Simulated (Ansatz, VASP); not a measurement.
**NaF (Villiaumite) in VASP and in Ansatz**

```
Na F
1.0
     0.00000    2.32000    2.32000
     2.32000    0.00000    2.32000
     2.32000    2.32000    0.00000
Na F
1 1
Direct
  0.00000 0.00000 0.00000
  0.50000 0.50000 0.50000
```

Alike in both runs: task single point; functional PBEsol; k mesh 10 × 10 × 10; occupations gaussian, width 0.05 eV; no spin polarisation.

|  | VASP | Ansatz |
| --- | --- | --- |
| version | VASP 6.6.1 | Ansatz 0.2.0 |
| potentials or method | VASP PAW PBE potentials, release 64 (Na_pv, F), cutoff 520 eV | all-electron LAPW, scalar-relativistic |

Ansatz gave:

* gap on the k mesh at the Fermi level (eV): 6.15
* least direct gap on the mesh (eV): 6.15
* pressure (GPa): -0.3

**Question.** What did VASP give for the same quantities?

**Answer.** gap on the k mesh at the Fermi level (eV): 6.14; least direct gap on the mesh (eV): 6.14; pressure (GPa): -0.4.

Ansatz ran all-electron here, so the differences hold the error of VASP's frozen core and of both bases.

Caveats: the PAW data sets were made with another functional, which shifts forces and pressure a little (VASP). A k mesh can miss the band edges.
